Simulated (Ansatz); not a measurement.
HfC:

```
Hf C
1.0
     3.34287    0.00000    0.00000
    -1.67143    2.89501    0.00000
     0.00000    0.00000    5.20271
Hf C
2 2
Direct
  0.33333 0.66667 0.25000
  0.66667 0.33333 0.75000
  0.00000 0.00000 0.50000
  0.00000 0.00000 0.00000
```

The cell comes from a database or a generator and needn't be the stable form of this composition.

Base run:

* Program: Ansatz 0.2.0
* Functional: LDA
* Potentials or basis: all-electron LAPW, scalar-relativistic
* Cutoff: 278 eV (chosen from the basis error)
* Basis error allowed: 0.002 eV/atom
* k mesh: 9 × 9 × 5
* Occupations: fermi-dirac, width 0.05 eV
* Spin: no spin polarisation

Its results: pressure -12.5 GPa.

Q: The run is repeated on the same cell with these changes: functional from LDA to PBEsol. What comes out?

A: Pressure -7.3 GPa.

PBEsol binds less tightly than LDA, so the same cell stands under more pressure.
